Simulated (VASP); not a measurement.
Crystal: Sb.

```
Sb
1.0
     3.33000    0.00000    0.00000
    -1.66500    2.88386    0.00000
     0.00000    0.00000    5.23000
Sb
2
Direct
  0.33333 0.66667 0.25000
  0.66667 0.33333 0.75000
```

This isn't the form of Sb at room conditions, which is rhombohedral.

* Program: VASP 6.6.1
* Task: relaxation of cell and atoms
* Functional: PBE
* Potentials or basis: VASP PAW PBE potentials, release 64 (Sb)
* Cutoff: 520 eV
* k mesh: 15 × 15 × 9
* Occupations: gaussian, width 0.1 eV
* Spin: no spin polarisation

At the start: pressure 6.2 GPa; volume 25.11 Å³/atom.

Problem. Where does the relaxation end?

Solution. Over 3 steps the energy falls by 40.0 meV/atom and the volume is 27.35 Å³/atom (+8.9 %); space group P6_3/mmc (No. 194, to 0.05 Å).

Step by step:
```tsv
step	energy change (eV)	largest force (eV/Å)	pressure (GPa)	volume (Å³)
1	0.0000	0.0000	6.18	50.23
2	-0.0535	0.0000	-2.76	57.60
3	-0.0800	0.0000	-0.01	54.70
```

Final structure:
```xyz
2
Lattice="3.4237 0.0000 0.0000 -1.7118 2.9650 0.0000 0.0000 0.0000 5.3883" Properties=species:S:1:pos:R:3 pbc="T T T"
Sb    0.0000    1.9767    1.3471
Sb    1.7118    0.9883    4.0412
```
